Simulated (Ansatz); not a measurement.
KF (zincblende) was relaxed with 5 functionals in the PAW code Ansatz, cell and atoms free, the symmetry of the start kept (meshes: PBE 8×8×8, r2SCAN 6×6×6, PBEsol 6×6×6, LDA 6×6×6, HSE06 4×4×4). No spin polarisation and no zero-point or thermal motion; the cell was built from a prototype and may be hypothetical.

The LDA result:
```yaml
crystal:
  lattice:
    - [0.00000, 2.84907, 2.84907]
    - [2.84907, 0.00000, 2.84907]
    - [2.84907, 2.84907, 0.00000]
  atoms:
    - { symbol: K, position: [0.00000, 0.00000, 0.00000] }
    - { symbol: F, position: [0.25000, 0.25000, 0.25000] }
```

Space group F-43m (No. 216), cubic; a = 5.698 Å in the conventional setting, 23.13 Å³ an atom. Around K lie 4 F at 2.47 Å; around F lie 4 K at 2.47 Å.

Q: Order the functionals by the relaxed volume, smallest first.
A. PBEsol
B. LDA
C. HSE06
D. PBE
E. r2SCAN

A: B (23.13 Å³/atom), A (24.98 Å³/atom), E (25.29 Å³/atom), C (25.72 Å³/atom), D (26.33 Å³/atom).

Q: What lattice does r2SCAN give?

A: a = 5.871 Å; the volume differs by +9.4 % from LDA's. Around K lie 4 F at 2.54 Å; around F lie 4 K at 2.54 Å.

Q: How does the cell change with PBEsol?

A: a = 5.847 Å; the volume differs by +8.0 % from LDA's. K has 4 F at 2.53 Å; F has 4 K at 2.53 Å.

Q: Held at the r2SCAN cell, what mean stress do LDA and PBE find, and does its sign point to their own minimum?

A: Yes. LDA -2.07 GPa, and its relaxed volume is -8.6 % from r2SCAN's; PBE +0.91 GPa, and its relaxed volume is +4.1 % from r2SCAN's. Compression counts positive, so a positive stress asks for a larger cell.
